**Question**

I have band gaps for one crystal of tin monoxide, calculated with seven electronic-structure methods. The atoms sit in the same places every time, yet the answers range from a nearly closed gap to that of an ordinary semiconductor.

Band gaps of non-magnetic SnO in the h-MgO structure (P6_3/mmc, a = 4.125 Å, c = 5.185 Å, 4 atoms per cell), calculated with Ansatz 0.2.0 (plane-wave PAW) at the fixed r2SCAN geometry. The k mesh is 12×12×6 for LDA, PBE, PBE+SOC and r2SCAN, and 6×6×4 for HSE06 and PBE0. G0W0 is the PBE gap plus a shift computed with finite bands and cutoff.

```tsv
level of theory	band gap (eV)	least direct gap (eV)
PBE	0.414	0.414
r2SCAN	0.578	0.578
HSE06	0.833	0.833
PBE+SOC	0.305	0.305
PBE0	1.392	1.392
LDA	0.419	0.419
G0W0/PBE 120eV	0.272	n/a
```

Why does the method matter so much here? I am especially puzzled by HSE06 and PBE0, which are both described as "PBE with a quarter of exact exchange" and still disagree badly. And why does G0W0, supposedly the most advanced entry, give the smallest gap of all? I work on the process side and would like to know which of these differences are physics.

**Answer**

Most of the spread comes from how each method treats exchange, the part of the electron–electron interaction that keeps electrons of equal spin apart. Exact exchange treats filled and empty states differently, and the band gap is the energy between the highest filled and the lowest empty state. The more exact exchange a method contains, and the farther it reaches, the wider the gap becomes. Two rows don't belong to this sequence: PBE+SOC adds a relativistic effect, and G0W0 behaves in a way that exchange alone doesn't explain.

**From PBE to the hybrids**

LDA and PBE describe exchange by a potential that depends on the electron density and, in PBE, on its gradient. At a given place, this potential is the same for an electron in a filled state as for one in an empty state. It therefore lacks a distinction that exact exchange makes, and the gap comes out small, about 0.4 eV with either method. r2SCAN also uses the kinetic energy density of the orbitals, so that it acts differently on orbitals of different shape, and its gap is 0.16 eV wider than that of PBE.

HSE06 and PBE0 are hybrids: they replace a quarter of the PBE exchange by exact exchange. HSE06 does so only at short distances and keeps PBE exchange at long ones, whereas PBE0 makes the replacement at all distances. Going from PBE to HSE06 thus shows the effect of the short-range part, which opens the gap by 0.42 eV. Going on to PBE0 adds the long-range part, worth another 0.56 eV. More than half of the opening between PBE and PBE0 thus comes from exchange at long range.

**Why the long-range part is worth so much**

Exact exchange gives an electron in a filled state a surrounding hole, a region from which, in total, one electron of the same spin is absent. The electron is attracted to this hole, and its energy falls. For an electron in an empty state the corresponding hole adds up to zero, because that state isn't among the occupied ones. Seen from far away, the first electron is accompanied by a whole positive charge and the second by none.

HSE06 separates short from long range with a parameter ω, whose standard value is about 0.11 per bohr. The long-range part of the repulsion between two electrons at distance r is erf(ωr)/r, where erf is the error function. This expression doesn't diverge when the electrons meet but levels off at 2ω/√π. The length 1/ω is 4.8 Å, about twice the shortest Sn–O distance. If the hole is compact on that scale, a filled state gains the full 2ω/√π in energy and an empty state gains nothing.

PBE0 includes a quarter of this effect and HSE06 none of it. With one hartree equal to 27.2 eV, the difference between their gaps should be

¼ × 2 × 0.11/√π hartree ≈ 0.031 hartree ≈ 0.84 eV.

The calculated difference is 0.56 eV, two thirds of the estimate. The formula contains no property of tin or oxygen and used neither gap as input, so it gives the rough size of the effect but not its exact value. It also answers your question about the two hybrids: they share the fraction of exact exchange, but not the distance over which it acts.

**Where the estimate falls short**

The estimate assumes a very compact hole, which is a poor assumption for a crystal with a small gap. When filled and empty states lie close in energy, they mix readily as one moves away from the band edge, and the hole spreads out. A filled state then gains less than the full amount, while an empty state gains a little. Both changes reduce the difference between the hybrids, in the direction that the calculation shows.

Part of the discrepancy may instead be numerical. Both hybrids were run on a coarser k mesh than PBE, where the k mesh is the set of electron wave vectors used in the calculation. Long-range exchange is strongest between states of nearly equal wave vector, which a coarse mesh samples poorly, so PBE0 is more exposed to this error than HSE06. A PBE0 run on a denser mesh would show how much of the misfit is physical.

**Both edges move**

It is tempting to picture exact exchange as simply pulling the filled states down. The calculated band edges show something more balanced: from HSE06 to PBE0 the highest filled level falls by 0.28 eV, and the lowest empty level rises by 0.28 eV. This comparison assumes that both runs measure energies from the same zero, which is reasonable for identical atoms in the same cell. The gap itself doesn't depend on that assumption.

The balance follows from what the exact exchange replaces. In a uniform electron gas, the ordinary exchange potential equals the exchange energy of an electron at the Fermi level, the border between filled and empty states. Long-range exchange connects such an electron mainly with states of similar wave vector, and about half of those are filled. The old potential is therefore worth about half the gain of a filled state, and it is applied to filled and empty states alike.

Replacing it lowers the filled edge by half of the total effect and raises the empty edge by the other half. The estimate for each edge is 0.42 eV, again too large by half, but the symmetry is reproduced. A crystal isn't a uniform gas, so this argument explains the pattern better than it predicts the exact shifts.

**Which hybrid is more believable?**

In a real solid the other electrons rearrange and weaken exchange at long distances. Keeping a quarter of it there, as PBE0 does, corresponds to a dielectric constant of about 4. A semiconductor with a gap as small as this one probably screens more strongly, in which case PBE0 opens the gap too far. HSE06 removes the long-range part altogether, a cruder choice in principle but often a more suitable one for small-gap semiconductors.

This is an argument from physics, and a measured gap can't settle it here. The crystal is a hypothetical flat arrangement in which symmetry holds tin at a centred position. Ordinary tin monoxide has a different, layered structure that gives the lone electron pair of tin room on one side. Its measured gap belongs to another arrangement of atoms and is no benchmark for these rows.

**What spin-orbit coupling changes**

PBE+SOC uses the same exchange as PBE but includes spin-orbit coupling, the interaction between an electron's spin and its orbital motion. It lowers the gap by 0.11 eV, about a quarter of the PBE value. The band edges show where this happens: the lowest empty level falls by nearly the whole amount, while the highest filled level hardly moves.

Both edges lie at H, a corner of the Brillouin zone, which is the range of distinct electron wave vectors in the crystal. There the symmetry of the crystal joins bands in pairs of equal energy as long as spin-orbit coupling is left out. The coupling can split such a pair, and the lower member then becomes the new conduction edge. The effect can be strong for p orbitals of a heavy atom. It is weak for those of light oxygen and absent for a pure s orbital, which has no orbital angular momentum.

The shifts would fit a conduction edge made largely of tin 5p orbitals and a valence edge made of tin 5s and oxygen 2p. That is the usual chemistry of divalent tin, but the orbital make-up of these particular states is an inference.

The other density-functional and hybrid rows leave this coupling out. Since it acts mainly close to the tin nucleus, its effect should be similar whichever exchange is used. Carrying the PBE shift over to HSE06 gives a gap of about 0.72 eV. This assumes that the two effects add; a hybrid calculation with spin-orbit coupling would test it.

**Why G0W0 should not be trusted here**

G0W0 replaces the PBE exchange and correlation by exact exchange that is weakened by the calculated response of the other electrons. Starting from PBE, it normally widens the gap of a semiconductor. Here it narrows the gap by 0.14 eV, although exact exchange opens it in both hybrids. Screening should reduce the opening, but a reversal calls for a check of the calculation before a physical explanation.

One suspect is incomplete convergence. The run used a finite number of bands and a finite cutoff, which leaves the gap short of its converged value. How far short wasn't tested for this crystal. The makers of the data quote a median shortfall of 6 to 9 % from their tests on other systems. If 9 % applied here, the corrected value would be 0.272/0.91 ≈ 0.30 eV, still below PBE. That doesn't rule the suspect out, because a median from other systems sets no limit for this one, and an ordinary error in eV can be a large percentage of so small a gap. The cause remains open. I would repeat the calculation with a denser k mesh, more bands and a higher cutoff, and confirm that the correction is applied to the two edge states at H.

**What to use in practice**

For this fixed structure, I would take roughly 0.7 eV as a working value, from HSE06 with the spin-orbit shift. The choice rests on the screening argument above, so it is a reasoned preference and not a validated prediction. It also describes a model crystal that was relaxed only within its symmetry and may not be stable, so it shouldn't be carried over to tin monoxide as you would make it. The PBE gap is a useful starting point for seeing what exchange and spin-orbit coupling do, but a poor basis for a decision that depends on the size of the gap. The G0W0 value should be set aside until the repeat calculation explains it.
